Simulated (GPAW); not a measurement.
Runs of GPAW 26.7.0 on CdS (Greenockite). The structure is hexagonal, space group P6_3mc (No. 186). The conventional cell has a = 4.150 Å, b = 4.150 Å, c = 6.737 Å, α = 90.00°, β = 90.00°, γ = 120.00°. Around Cd (site symmetry 3m) lie 4 S at 2.53 to 2.54 Å. S (site symmetry 3m) has 4 Cd at 2.53 to 2.54 Å as nearest neighbours. 

```tsv
task	level	potentials or basis	spin	cell	cutoff (eV)	optimizer	fmax	max steps	target pressure	band path	grid spacing	gap on the mesh (eV)	pressure (GPa)	relaxed volume (Å³/atom)	largest force (eV/Å)
relaxation of cell and atoms	PBEint	PAW data sets generated in the run's folder for this functional, pw	off	relaxed to 1 GPa	600	FIRE	0.02 eV/Å	60	1 GPa	-	-	1.18	1.1	-	0.01
band structure	GLLB-SC	the program's PAW data sets (release 1.2.1) made for this functional, pw	off	as given	600	-	-	-	-	GMKGALHA,LM,KH	-	2.44	-	-	-
band structure	vdW-DF	GPAW PAW data sets (gpaw-data 1.2.1), pw	SOC, no magnetisation	as given	600	-	-	-	-	GMKGALHA,LM,KH	-	1.28	-	-	0.07
relaxation of cell and atoms	MS2	GPAW PAW data sets (gpaw-data 1.2.1), pw	off	relaxed to -1 GPa	600	FIRE	0.01 eV/Å	60	-1 GPa	-	-	1.46	-1.0	-	0.01
relaxation of cell and atoms	r2SCAN	GPAW PAW data sets (gpaw-data 1.2.1), pw	off	relaxed	600	BFGS	0.02 eV/Å	40	-	-	-	1.60	0.0	(a)	0.01
relaxation of cell and atoms	PW91	PAW data sets generated in the run's folder for this functional, pw	off	relaxed	600	FIRE	0.02 eV/Å	40	-	-	-	(b)	-0.1	25.88	0.01
relaxation of cell and atoms	BLYP+D3(BJ)	PAW data sets generated in the run's folder for this functional, pw	off	relaxed	600	LBFGS	0.05 eV/Å	40	-	-	-	1.11	0.1	25.16	0.01
band structure	SCAN	GPAW PAW data sets (gpaw-data 1.2.1), pw	SOC, no magnetisation	as given	600	-	-	-	-	GMKGALHA,LM,KH	-	1.53	0.0	-	0.08
band structure	PBE	GPAW PAW data sets (gpaw-data 1.2.1), lcao:dzp	off	as given	-	-	-	-	-	GMKGALHA,LM,KH	0.16 Å	1.19	-	-	0.06
relaxation of cell and atoms	BP86	PAW data sets generated in the run's folder for this functional, pw	off	relaxed	600	BFGS	0.02 eV/Å	40	-	-	-	1.01	0.0	26.02	0.01
band structure	PBEint	PAW data sets generated in the run's folder for this functional, pw	SOC, no magnetisation	as given	600	-	-	-	-	GMKGALHA,LM,KH	-	1.12	-0.1	-	0.06
```

Alike in all rows: k mesh 5 × 5 × 3; smearing fermi-dirac 0.05 eV.

Task: Fill in the values left out.

Result: (a) 25.35; (b) 1.07.

Caveats: later steps reuse the first step's grids (some runs); the PAW data sets were made with another functional, which shifts forces and pressure a little (some runs); spin-orbit coupling was added after a scalar SCF, so levels and gaps hold it while energy, forces, pressure and moments don't (some runs); this program's spin-orbit splittings come out too wide for heavy elements (some runs); the GLLB-SC gap is the Kohn-Sham gap of the path plus the derivative discontinuity (some runs); a model potential gives levels but no total energy (some runs); the real-space grid adds noise to forces (some runs).

A k mesh can miss the band edges, and rows without SOC leave out spin-orbit coupling on Cd.
